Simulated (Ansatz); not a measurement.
Rocksalt MgS, relaxed with r2SCAN in Ansatz. The symmetry is Fm-3m (No. 225, cubic); conventional cell a = 5.203 Å, 17.61 Å³ an atom. Around Mg lie 6 S at 2.60 Å; around S lie 6 Mg at 2.60 Å.

The axes x, y and z are those of this cell:
```xyz
2
Lattice="0.0000 2.6015 2.6015 2.6015 0.0000 2.6015 2.6015 2.6015 0.0000" Properties=species:S:1:pos:R:3 pbc="T T T"
Mg    0.0000    0.0000    0.0000
S     2.6015    2.6015    2.6015
```

Unstrained: PBE gives an indirect gap of 2.790 eV, from Γ to X; the least direct gap is 3.723 eV at Γ. With r2SCAN the valence top lies at Γ and the conduction bottom at X, 3.463 eV higher; the smallest vertical gap, at Γ, is 4.642 eV. With HSE06 the valence top lies at Γ and the conduction bottom at X, 3.804 eV higher; the smallest vertical gap, at Γ, is 4.827 eV. Meshes: PBE 8×8×8, r2SCAN 8×8×8, HSE06 6×6×6. Strains are changes of length per length, and xy shears are angles. After each strain the atoms were relaxed again with r2SCAN within the symmetry that the strain leaves, so tilts or polar shifts that break it weren't tested; points keep the names that they have in the unstrained zone. Calculated for a static, non-magnetic cell.

(1) Apply xy shear, engineering strain (angle) -5.31 %. How far does the gap move, against the unstrained cell?

(2) Apply uniaxial +4.12 % along z, other directions held. How far does the gap move, against the unstrained cell?

(3) One strain changed the r2SCAN stress by xx +0.78, yy +0.78, zz +0.78 GPa (compression positive) and the gap by +0.021 eV (PBE), +0.020 eV (r2SCAN), +0.023 eV (HSE06). Which kind of strain was it, and roughly how large?

Results:

(1) PBE: the gap goes from 2.790 to 2.433 eV (-0.357 eV); with r2SCAN the top three valence levels at Γ, degenerate before, become 1+1+1 from the top over 505 meV. r2SCAN: the gap goes from 3.463 to 3.077 eV (-0.386 eV). HSE06: the gap goes from 3.804 to 3.425 eV (-0.379 eV). The r2SCAN energy rises by 9.4 meV an atom.

(2) PBE: the gap goes from 2.790 to 2.547 eV (-0.243 eV); with r2SCAN the top three valence levels at Γ, degenerate before, become 1+2 from the top over 162 meV. r2SCAN: the gap goes from 3.463 to 3.215 eV (-0.248 eV). HSE06: the gap goes from 3.804 to 3.533 eV (-0.271 eV). The r2SCAN energy rises by 12.0 meV an atom.

(3) Isotropic -0.32 % on every length. The pattern of the stress gives the kind; the size needs the stiffness, so it is an estimate.

The meshes of the hybrids are coarse, so their gaps aren't converged to the digits shown.

The splittings at Γ are without spin-orbit coupling, which regroups them where it is of like size or larger.
